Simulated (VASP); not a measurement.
Input of a VASP 6.6.1 run:

INCAR

```
ALGO     = Normal         # electronic algorithm
EDIFF    = 1E-6           # SCF threshold, eV
ENCUT    = 520            # plane-wave cutoff, eV
ISIF     = 2              # what is computed and relaxed
ISMEAR   = -1             # smearing method
LASPH    = T              # aspherical terms in the spheres
LCHARG   = F              # write CHGCAR
LMAXMIX  = 4              # l up to which the mixer works
LMIXTAU  = T            
LREAL    = F              # projectors in reciprocal space
LWAVE    = F              # write WAVECAR
METAGGA  = R2SCAN         # meta-GGA
NBANDS   = 14             # bands
NELM     = 60             # most SCF steps
PREC     = Accurate       # precision mode
SIGMA    = 0.05           # smearing width, eV
```

File KPOINTS:

```
k-points
0
Gamma
  10 10 10
```

POSCAR

```
HfN
1.0
    0.0000000000      2.2560000000      2.2560000000
    2.2560000000      0.0000000000      2.2560000000
    2.2560000000      2.2560000000      0.0000000000
Hf N
1 1
Direct
    0.0000000000      0.0000000000      0.0000000000
    0.5000000000      0.5000000000      0.5000000000
```

File KPOINTS_OPT:

```
path GXWKGLUWLK,UX
20
line-mode
reciprocal
 0.0000000000  0.0000000000  0.0000000000  G
 0.5000000000  0.0000000000  0.5000000000  X

 0.5000000000  0.0000000000  0.5000000000  X
 0.5000000000  0.2500000000  0.7500000000  W

 0.5000000000  0.2500000000  0.7500000000  W
 0.3750000000  0.3750000000  0.7500000000  K

 0.3750000000  0.3750000000  0.7500000000  K
 0.0000000000  0.0000000000  0.0000000000  G

 0.0000000000  0.0000000000  0.0000000000  G
 0.5000000000  0.5000000000  0.5000000000  L

 0.5000000000  0.5000000000  0.5000000000  L
 0.6250000000  0.2500000000  0.6250000000  U

 0.6250000000  0.2500000000  0.6250000000  U
 0.5000000000  0.2500000000  0.7500000000  W

 0.5000000000  0.2500000000  0.7500000000  W
 0.5000000000  0.5000000000  0.5000000000  L

 0.5000000000  0.5000000000  0.5000000000  L
 0.3750000000  0.3750000000  0.7500000000  K

 0.6250000000  0.2500000000  0.6250000000  U
 0.5000000000  0.0000000000  0.5000000000  X
```

Potentials or basis: VASP PAW PBE potentials, release 64 (Hf_pv, N).

Launch:

```sh
$ cat potpaw_PBE.64/Hf_pv/POTCAR potpaw_PBE.64/N/POTCAR > POTCAR
$ mpirun -np 1 vasp_std > vasp.out
```

Problem. Predict the band gap along the path.

Solution. None (metal or under the smearing width).

Problem. Predict the pressure.

Solution. -0.1 GPa.

Levels at the corners of the path, in eV from the Fermi level:
```csv
point,band 6,band 7,band 8,band 9,band 10,band 11
Γ,-3.47,-3.47,-0.37,-0.37,-0.37,1.99
X,-4.17,-4.17,-3.94,4.13,5.56,5.56
X,-4.17,-4.17,-3.94,4.13,5.56,5.56
W,-5.97,-5.97,1.12,1.12,5.57,5.64
W,-5.97,-5.97,1.12,1.12,5.57,5.64
K,-6.06,-5.47,-0.92,3.97,4.50,6.16
K,-6.06,-5.47,-0.92,3.97,4.50,6.16
Γ,-3.47,-3.47,-0.37,-0.37,-0.37,1.99
Γ,-3.47,-3.47,-0.37,-0.37,-0.37,1.99
L,-6.71,-6.71,3.37,3.77,3.77,4.60
L,-6.71,-6.71,3.37,3.77,3.77,4.60
U,-6.06,-5.47,-0.92,3.97,4.50,6.16
U,-6.06,-5.47,-0.92,3.97,4.50,6.16
W,-5.97,-5.97,1.12,1.12,5.57,5.64
W,-5.97,-5.97,1.12,1.12,5.57,5.64
L,-6.71,-6.71,3.37,3.77,3.77,4.60
L,-6.71,-6.71,3.37,3.77,3.77,4.60
K,-6.06,-5.47,-0.92,3.97,4.50,6.16
U,-6.06,-5.47,-0.92,3.97,4.50,6.16
X,-4.17,-4.17,-3.94,4.13,5.56,5.56
```

Caveat: the PAW data sets were made with another functional, which shifts forces and pressure a little; spin-orbit coupling is left out, which moves the levels of the heavy elements.
